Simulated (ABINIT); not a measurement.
# FeO (I4/mmm) in ABINIT: a series of runs

One crystal, FeO, is run at these levels: PBEsol; tasks: relaxation of cell and atoms, single point.

Program: ABINIT 10.8.3 (patched build). These are calculated values, not measurements. Logs are shortened: lines on timing, memory, paths and dates and some standing lists are left out, and cuts for length are marked. The log counts tension as positive stress, the text compression.

### Step 1. Starting point

It takes space group I4/mmm (No. 139, tetragonal). The conventional cell has a = 3.204 Å, b = 3.204 Å, c = 4.167 Å, α = 90.00°, β = 90.00°, γ = 90.00°. Fe (site symmetry 4/mmm) has 6 O at 2.08 to 2.27 Å as nearest neighbours. O (site symmetry 4/mmm) is surrounded by 6 Fe at 2.08 to 2.27 Å.

The cell comes from a database or a generator and needn't be the stable form of this composition.

### Step 2. Relaxation of cell and atoms, PBEsol, collinear spin, ferromagnetic start

run.abi reads:

```
pp_dirpath "./"
pseudos "Fe.upf, O.upf"

acell 5.8165493714 5.8165493714 5.8165493714
rprim
    -0.5205039071     0.5205039071     0.6768687948
     0.5205039071    -0.5205039071     0.6768687948
     0.5205039071     0.5205039071    -0.6768687948
ntypat 2
znucl 26 8
natom 2
typat 1 2
chkprim 0
chksymtnons 0
tolsym 1.0e-6
xred
            0.0            0.0            0.0
            1/2            1/2            0.0

ecut 45.0
ecutsm 0.5

kptopt 1
ngkpt 9 9 9
nshiftk 1
shiftk 0.0 0.0 0.0

ixc -116133

nband 16
occopt 3
tsmear 0.05 eV

nsppol 2
spinat
     0.0000000000     0.0000000000     3.0000000000
     0.0000000000     0.0000000000     0.0000000000

nstep 80
tolvrs 1.0e-12

iomode 3
prteig 0
prtebands 0
prtwf 0
prtden 0

ionmov 2
optcell 2
ntime 50
tolmxf 2.0e-5
dilatmx 1.08
```

Potentials or basis: PseudoDojo NC SR PBEsol v0.4.1 standard.

Run with:

```
$ mpirun --bind-to none -np 4 abinit run.abi > log 2>&1
```

run.abo:

```text
.Version 10.8.3 of ABINIT
 Symmetries : space group I4/m m m (#139); Bravais tI (body-center tetrag.)
================================================================================
 Values of the parameters that define the memory need of the present run
     intxc =       0    ionmov =       2      iscf =       7    lmnmax =       6
     lnmax =       6     mgfft =      40  mpssoang =       3    mqgrid =    3001
     natom =       2  nloc_mem =       1    nspden =       2   nspinor =       1
    nsppol =       2      nsym =      16    n1xccc =    2501    ntypat =       2
    occopt =       3   xclevel =       2
       mpw =        2640          nfft =       64000          nkpt =          75
================================================================================
================================================================================

--------------------------------------------------------------------------------
------------- Echo of variables that govern the present computation ------------
--------------------------------------------------------------------------------
 -outvars: echo values of preprocessed input variables --------
            acell      5.8165493714E+00  5.8165493714E+00  5.8165493714E+00 Bohr
              amu      5.58470000E+01  1.59994000E+01
          chkprim           0
      chksymtnons           0
          dilatmx      1.08000000E+00
             ecut      4.50000000E+01 Hartree
           ecutsm      5.00000000E-01 Hartree
           ionmov           2
                       outvar_i_n : Printing only first  50 k-points.
              ixc     -116133
                       outvar_i_n : Printing only first  50 k-points.
         kptrlatt        9    0    0      0    9    0      0    0    9
          kptrlen      5.23489443E+01
            natom           2
            nband          16
            ngfft          40      40      40
             nkpt          75
           nspden           2
           nsppol           2
            nstep          80
             nsym          16
            ntime          50
           ntypat           2
                       prtocc : prtvol=0, do not print more k-points.
                       1.000000  1.000000  1.000000  1.000000  1.000000  1.000000
                       1.000000  1.000000  1.000000  1.000000  1.000000  0.000000
                       0.000000  0.000000  0.000000  0.000000
                       1.000000  1.000000  1.000000  1.000000  1.000000  1.000000
                       1.000000  1.000000  1.000000  1.000000  1.000000  0.000000
                       0.000000  0.000000  0.000000  0.000000
                       1.000000  1.000000  1.000000  1.000000  1.000000  1.000000
                       1.000000  1.000000  1.000000  1.000000  1.000000  0.000000
[... 1079 lines left out ...]
       0.500000000000      0.500000000000      0.000000000000
 rms dE/dt=  0.0000E+00; max dE/dt=  0.0000E+00; dE/dt below (all hartree)
    1       0.000000000000      0.000000000000      0.000000000000
    2       0.000000000000      0.000000000000      0.000000000000

 cartesian coordinates (angstrom) at end:
    1      0.00000000000000     0.00000000000000     0.00000000000000
    2      0.00000000000000    -0.00000000000000     2.12060698466038

 cartesian forces (hartree/bohr) at end:
    1     -0.00000000000000    -0.00000000000000    -0.00000000000000
    2     -0.00000000000000    -0.00000000000000    -0.00000000000000
 frms,max,avg= 0.0000000E+00 0.0000000E+00   0.000E+00  0.000E+00  0.000E+00 h/b

 cartesian forces (eV/Angstrom) at end:
    1     -0.00000000000000    -0.00000000000000    -0.00000000000000
    2     -0.00000000000000    -0.00000000000000    -0.00000000000000
 frms,max,avg= 0.0000000E+00 0.0000000E+00   0.000E+00  0.000E+00  0.000E+00 e/A
 length scales=  5.667268021083  5.667268021083  5.667268021083 bohr
              =  2.998989082802  2.998989082802  2.998989082802 angstroms
 Fermi (or HOMO) energy (hartree) =   0.40300   Average Vxc (hartree)=  -0.48395
 Magnetization (Bohr magneton)=  3.99993676E+00
 Total spin up =  1.29999684E+01   Total spin down =  9.00003162E+00
 Eigenvalues (hartree) for nkpt=  75  k points, SPIN UP:
 kpt#   1, nband= 16, wtk=  0.00137, kpt=  0.0000  0.0000  0.0000 (reduced coord)
  -2.88673   -1.64717   -1.64717   -1.64717   -0.37356    0.25196    0.25196    0.25196
   0.25331    0.25331    0.25331    0.26192    0.26192    0.41174    0.96076    1.03426
      occupation numbers for kpt#   1
   1.00000    1.00000    1.00000    1.00000    1.00000    1.00000    1.00000    1.00000
   1.00000    1.00000    1.00000    1.00000    1.00000    0.00851    0.00000    0.00000
 prteigrs : prtvol=0 or 1, do not print more k-points.

 Eigenvalues (hartree) for nkpt=  75  k points, SPIN DOWN:
 kpt#   1, nband= 16, wtk=  0.00137, kpt=  0.0000  0.0000  0.0000 (reduced coord)
  -2.74542   -1.49992   -1.49992   -1.49992   -0.35276    0.27462    0.27462    0.27462
   0.37440    0.37440    0.37440    0.40928    0.40928    0.43944    0.96193    1.07216
      occupation numbers for kpt#   1
   1.00000    1.00000    1.00000    1.00000    1.00000    1.00000    1.00000    1.00000
   1.00000    1.00000    1.00000    0.03180    0.03180    0.00000    0.00000    0.00000
 prteigrs : prtvol=0 or 1, do not print more k-points.

--- !EnergyTerms
iteration_state     : {dtset: 1, itime: 8, icycle: 1, }
comment             : Components of total free energy in Hartree
kinetic             :  6.90077741498749E+01
hartree             :  3.66109943299306E+01
xc                  : -2.18096732826691E+01
Ewald energy        : -9.65727678091712E+01
psp_core            :  3.63686913364365E+00
local_psp           : -1.22646721404557E+02
non_local_psp       : -9.91513521788198E+00
internal            : -1.41688660100830E+02
'-kT*entropy'       : -3.46122179871926E-04
total_energy        : -1.41689006223010E+02
total_energy_eV     : -3.85555427514354E+03
band_energy         : -1.28293648843611E+01
...

 Cartesian components of stress tensor (hartree/bohr^3)
  sigma(1 1)= -2.15950605E-08  sigma(3 2)=  0.00000000E+00
  sigma(2 2)= -2.15950605E-08  sigma(3 1)=  0.00000000E+00
  sigma(3 3)= -1.37679638E-08  sigma(2 1)=  0.00000000E+00

-Cartesian components of stress tensor (GPa)         [Pressure=  5.5859E-04 GPa]
- sigma(1 1)= -6.35348615E-04  sigma(3 2)=  0.00000000E+00
- sigma(2 2)= -6.35348615E-04  sigma(3 1)=  0.00000000E+00
- sigma(3 3)= -4.05067480E-04  sigma(2 1)=  0.00000000E+00

== END DATASET(S) ==============================================================
================================================================================

 -outvars: echo values of variables after computation  --------
            acell      5.6672680211E+00  5.6672680211E+00  5.6672680211E+00 Bohr
           etotal     -1.4168900622E+02
            fcart     -0.0000000000E+00 -0.0000000000E+00 -0.0000000000E+00
                      -0.0000000000E+00 -0.0000000000E+00 -0.0000000000E+00
            rprim     -4.9999965399E-01  4.9999965399E-01  7.0710727052E-01
                       4.9999965399E-01 -4.9999965399E-01  7.0710727052E-01
                       4.9999965399E-01  4.9999965399E-01 -7.0710727052E-01
           strten     -2.1595060500E-08 -2.1595060497E-08 -1.3767963811E-08
                       0.0000000000E+00  0.0000000000E+00  0.0000000000E+00
           xangst      0.0000000000E+00  0.0000000000E+00  0.0000000000E+00
                       1.2660879904E-16 -1.0839309026E-16  2.1206069847E+00
             xred      0.0000000000E+00  0.0000000000E+00  0.0000000000E+00
                       5.0000000000E-01  5.0000000000E-01  6.0739538817E-18
 Calculation completed.
```

Run time: 7 min. Hardware: 4 MPI ranks of Arm Neoverse V2, shared host; peak memory 0.44 GiB.

Results:

| Property | Result |
| --- | --- |
| Free energy | -3855.5543 eV |
| Relaxed volume | 9.54 Å³/atom |
| Relaxed cell | a = 2.999 Å, b = 2.999 Å, c = 2.999 Å, α = 120.00°, β = 120.00°, γ = 90.00° |
| Space group after relaxing (to 0.05 Å) | Fm-3m (No. 225) |
| Energy gained by relaxing | 80.9 meV/atom |
| Ionic steps | 8 |
| Pressure after relaxing | 0.0 GPa |
| Band gap on the k mesh | none (metal or under the smearing width) |
| Net moment | 4.00 μB per cell |
| Site moments | Fe +3.54; O +0.35 μB |

Step by step:
```tsv
step	energy change (eV)	largest force (eV/Å)	pressure (GPa)	volume (Å³)
1	0.0000	0.0000	-16.57	21.39
2	-0.0894	0.0000	-9.42	20.32
3	-0.1342	0.0000	2.59	18.98
4	-0.1424	0.0000	1.58	19.03
5	-0.1612	0.0000	1.47	18.94
6	-0.1617	0.0000	-0.07	19.08
7	-0.1618	0.0000	0.01	19.07
8	-0.1618	0.0000	0.00	19.07
```

Final structure:
```
Fe O
1.0
    -1.49949    1.49949    2.12061
     1.49949   -1.49949    2.12061
     1.49949    1.49949   -2.12061
Fe O
1 1
Direct
  0.00000 0.00000 0.00000
  0.50000 0.50000 0.00000
```

Caveat: a cell with one magnetic atom can't hold antiferromagnetic order, which such compounds often take; semilocal functionals often make such compounds metallic where correlation or magnetic order opens a gap, which also shifts bond lengths.

### Step 3. Single point, PBEsol, collinear spin, ferromagnetic start (cell relaxed)

run.abi reads:

```
pp_dirpath "./"
pseudos "Fe.upf, O.upf"

acell 3*1.0 Angstrom
rprim
    -1.4994935000     1.4994935000     2.1206069900
     1.4994935000    -1.4994935000     2.1206069900
     1.4994935000     1.4994935000    -2.1206069900
ntypat 2
znucl 26 8
natom 2
typat 1 2
xred
     0.0000000000     0.0000000000     0.0000000000
     0.5000000000     0.5000000000     0.0000000000
chkprim 0
chksymtnons 0
tolsym 1.0e-6

ecut 45.0

kptopt 1
ngkpt 9 9 9
nshiftk 1
shiftk 0.0 0.0 0.0

ixc -116133

nband 16
occopt 3
tsmear 0.05 eV

nsppol 2
spinat
     0.0000000000     0.0000000000     3.0000000000
     0.0000000000     0.0000000000     0.0000000000

nstep 100
tolvrs 1.0e-10

iomode 3
prtwf 0
prtden 0
prteig 0
prtebands 0
```

Potentials or basis: PseudoDojo NC SR PBEsol v0.4.1 standard.

Run with:

```
$ mpirun --bind-to none -np 4 abinit run.abi > log 2>&1
```

run.abo:

```text
.Version 10.8.3 of ABINIT
 Symmetries : space group I4/m m m (#139); Bravais tI (body-center tetrag.)
================================================================================
 Values of the parameters that define the memory need of the present run
     intxc =       0    ionmov =       0      iscf =       7    lmnmax =       6
     lnmax =       6     mgfft =      36  mpssoang =       3    mqgrid =    3001
     natom =       2  nloc_mem =       1    nspden =       2   nspinor =       1
    nsppol =       2      nsym =      16    n1xccc =    2501    ntypat =       2
    occopt =       3   xclevel =       2
       mpw =        1871          nfft =       46656          nkpt =          75
================================================================================
================================================================================

--------------------------------------------------------------------------------
------------- Echo of variables that govern the present computation ------------
--------------------------------------------------------------------------------
 -outvars: echo values of preprocessed input variables --------
            acell      1.8897261259E+00  1.8897261259E+00  1.8897261259E+00 Bohr
              amu      5.58470000E+01  1.59994000E+01
          chkprim           0
      chksymtnons           0
             ecut      4.50000000E+01 Hartree
                       outvar_i_n : Printing only first  50 k-points.
              ixc     -116133
                       outvar_i_n : Printing only first  50 k-points.
         kptrlatt        9    0    0      0    9    0      0    0    9
          kptrlen      5.10053768E+01
            natom           2
            nband          16
            ngfft          36      36      36
             nkpt          75
           nspden           2
           nsppol           2
            nstep         100
             nsym          16
           ntypat           2
                       prtocc : prtvol=0, do not print more k-points.
                       1.000000  1.000000  1.000000  1.000000  1.000000  1.000000
[... 304 lines left out ...]
    2     -0.00000000000000    -0.00000000000000    -0.00000000000000
 frms,max,avg= 0.0000000E+00 0.0000000E+00   0.000E+00  0.000E+00  0.000E+00 e/A
 length scales=  1.889726125908  1.889726125908  1.889726125908 bohr
              =  1.000000000000  1.000000000000  1.000000000000 angstroms
 Fermi (or HOMO) energy (hartree) =   0.40300   Average Vxc (hartree)=  -0.48395
 Magnetization (Bohr magneton)=  3.99993673E+00
 Total spin up =  1.29999684E+01   Total spin down =  9.00003163E+00
 Eigenvalues (hartree) for nkpt=  75  k points, SPIN UP:
 kpt#   1, nband= 16, wtk=  0.00137, kpt=  0.0000  0.0000  0.0000 (reduced coord)
  -2.88672   -1.64717   -1.64717   -1.64717   -0.37356    0.25196    0.25196    0.25196
   0.25331    0.25331    0.25331    0.26192    0.26192    0.41174    0.96076    1.03426
      occupation numbers for kpt#   1
   1.00000    1.00000    1.00000    1.00000    1.00000    1.00000    1.00000    1.00000
   1.00000    1.00000    1.00000    1.00000    1.00000    0.00851    0.00000    0.00000
 prteigrs : prtvol=0 or 1, do not print more k-points.

 Eigenvalues (hartree) for nkpt=  75  k points, SPIN DOWN:
 kpt#   1, nband= 16, wtk=  0.00137, kpt=  0.0000  0.0000  0.0000 (reduced coord)
  -2.74542   -1.49992   -1.49992   -1.49992   -0.35276    0.27462    0.27462    0.27462
   0.37440    0.37440    0.37440    0.40928    0.40928    0.43944    0.96193    1.07216
      occupation numbers for kpt#   1
   1.00000    1.00000    1.00000    1.00000    1.00000    1.00000    1.00000    1.00000
   1.00000    1.00000    1.00000    0.03179    0.03178    0.00000    0.00000    0.00000
 prteigrs : prtvol=0 or 1, do not print more k-points.

--- !EnergyTerms
iteration_state     : {dtset: 1, }
comment             : Components of total free energy in Hartree
kinetic             :  6.90078007395381E+01
hartree             :  3.66110042402536E+01
xc                  : -2.18096776127753E+01
Ewald energy        : -9.65727678876816E+01
psp_core            :  3.63686914251364E+00
local_psp           : -1.22646775334477E+02
non_local_psp       : -9.91511632890289E+00
internal            : -1.41688663041531E+02
'-kT*entropy'       : -3.46122742573342E-04
total_energy        : -1.41689009164274E+02
total_energy_eV     : -3.85555435517939E+03
band_energy         : -1.28293511750541E+01
...

 Cartesian components of stress tensor (hartree/bohr^3)
  sigma(1 1)=  2.57057317E-06  sigma(3 2)=  0.00000000E+00
  sigma(2 2)=  2.57057317E-06  sigma(3 1)=  0.00000000E+00
  sigma(3 3)=  2.57856405E-06  sigma(2 1)=  0.00000000E+00

-Cartesian components of stress tensor (GPa)         [Pressure= -7.5707E-02 GPa]
- sigma(1 1)=  7.56288738E-02  sigma(3 2)=  0.00000000E+00
- sigma(2 2)=  7.56288738E-02  sigma(3 1)=  0.00000000E+00
- sigma(3 3)=  7.58639735E-02  sigma(2 1)=  0.00000000E+00

== END DATASET(S) ==============================================================
================================================================================

 -outvars: echo values of variables after computation  --------
            acell      1.8897261259E+00  1.8897261259E+00  1.8897261259E+00 Bohr
           etotal     -1.4168900916E+02
            fcart     -0.0000000000E+00 -0.0000000000E+00 -0.0000000000E+00
                      -0.0000000000E+00 -0.0000000000E+00 -0.0000000000E+00
            rprim     -1.4994935000E+00  1.4994935000E+00  2.1206069900E+00
                       1.4994935000E+00 -1.4994935000E+00  2.1206069900E+00
                       1.4994935000E+00  1.4994935000E+00 -2.1206069900E+00
           strten      2.5705731708E-06  2.5705731708E-06  2.5785640480E-06
                       0.0000000000E+00  0.0000000000E+00  0.0000000000E+00
           xangst      0.0000000000E+00  0.0000000000E+00  0.0000000000E+00
                       1.9205370395E-17  1.9205370395E-17  2.1206069900E+00
             xred      0.0000000000E+00  0.0000000000E+00  0.0000000000E+00
                       5.0000000000E-01  5.0000000000E-01  1.2807905066E-17
 Calculation completed.
```

Run time: 40 s. Hardware: 4 MPI ranks of Arm Neoverse V2, shared host; peak memory 0.36 GiB.

Results:

```
Free energy                                           : -3855.5544 eV
Pressure                                              : -0.1 GPa
Band gap on the k mesh                                : none (metal or under the smearing width)
Net moment                                            : 4.00 μB per cell
Site moments                                          : Fe +3.54; O +0.35 μB
Valence electrons inside the program's atomic spheres : Fe 13.92; O 6.25
```

Levels at points of the mesh, in eV from the Fermi level:
Spin up:
```
           k point  band 9  band 10  band 11  band 12  band 13  band 14  band 15  band 16
(0.00, 0.00, 0.00)   -4.07    -4.07    -4.07    -3.84    -3.84     0.24    15.18    17.18
```
Spin down:
| k point | band 5 | band 6 | band 7 | band 8 | band 9 | band 10 | band 11 | band 12 | band 13 | band 14 |
| --- | --- | --- | --- | --- | --- | --- | --- | --- | --- | --- |
| (0.00, 0.00, 0.00) | -20.57 | -3.49 | -3.49 | -3.49 | -0.78 | -0.78 | -0.78 | 0.17 | 0.17 | 0.99 |

Caveat: a cell with one magnetic atom can't hold antiferromagnetic order, which such compounds often take; semilocal functionals often make such compounds metallic where correlation or magnetic order opens a gap, which also shifts bond lengths.
